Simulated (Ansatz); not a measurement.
# Manganese, hcp under RPBE: ground state and equation of state

Aim: take manganese in the hcp structure, relax it, solve it on a dense k-mesh, then scale the cell to 7 volumes from 88 to 112 % of the relaxed one and try a fit of the equation of state. The start is ferromagnetic. The k-meshes are 14×14×8 for the relaxation; 24×24×13 for the dense run; 16×16×9 for the volumes.

Computed with Ansatz 0.2.0 (DFT RPBE, plane waves (420 eV) with PAW, scalar-relativistic; PAW files made under PBE, frozen cores solved again for the functional, unless a step says otherwise).

## 1. The system as given

The structure is hexagonal, space group P6_3/mmc (No. 194). The conventional cell has a = 2.552 Å, b = 2.552 Å, c = 4.167 Å, α = 90.00°, β = 90.00°, γ = 120.00°. Around Mn (site symmetry -6m2) lie 12 Mn at 2.55 Å.

Coordinates:

```xyz
2
Lattice="2.5518 0.0000 0.0000 -1.2759 2.2099 0.0000 0.0000 0.0000 4.1671" Properties=species:S:1:pos:R:3 pbc="T T T"
Mn    0.0000    1.4733    1.0418
Mn    1.2759    0.7366    3.1253
```

Starting moments (μB): +3 ×2.

## 2. Geometry optimisation

Input file input.yaml:

```yaml
crystal:
  lattice:
    - [2.5517868831, 0.0, 0.0]
    - [-1.2758934415, 2.2099122658, 0.0]
    - [0.0, 0.0, 4.1670679801]
  atoms:
    - { symbol: Mn, position: [0.3333333333, 0.6666666667, 0.25], spin: 3.0 }
    - { symbol: Mn, position: [0.6666666667, 0.3333333333, 0.75], spin: 3.0 }
hamiltonian:
  xc: rpbe
  pseudopotentials:
    kind: paw
    azcp:
      Mn: "pseudopotentials/Mn.paw.azcp"
basis:
  ecutwfc: 420
  fft_grid_basis: typed
kpoints:
  mp_grid: { grid: [14, 14, 8], shift: [0, 0, 0] }
magnetization:
  spin_polarized: true
scf:
  occupations: { method: fermi_dirac, width: 0.05 }
relax:
  max_steps: 60
  f_tol: 0.01
  cell: {}
```

Further steps of the session: Single point on a dense mesh; Equation of state: 88 %; Equation of state: 92 %; Equation of state: 96 %; Equation of state: 100 %; Equation of state: 104 %; Equation of state: 108 %; Equation of state: 112 %.

**Question.** What will these runs give? Wanted: space group; conventional cell; volume; shortest distance; gap on the mesh; magnetic state; relative to alpha-Mn.

**Answer**, as computed:

| quantity | value |
| --- | --- |
| space group (spins left aside) | P6_3/mmc (No. 194) |
| conventional cell | a = 2.497 Å, c = 4.045 Å (c/a = 1.619) |
| volume | 10.924 Å³/atom |
| shortest distance | 2.484 Å |
| gap on the mesh | none (levels filled in part) |
| magnetic state | antiferromagnetic, up to 0.70 μB per atom |
| relative to alpha-Mn (A12), ferrimagnetic | +89 meV/atom |

From the guessed start the volume shrank by 7.0 % in 5 steps. Against the reference form of manganese (alpha-Mn (A12), ferrimagnetic, computed apart with the same settings) it stands 89 meV/atom higher. The final state is antiferromagnetic (largest moment 0.70 μB). That is not the order it started in. No gap shows: it is a metal or semimetal at this level. Relaxation kept the symmetry; phonons were not checked.
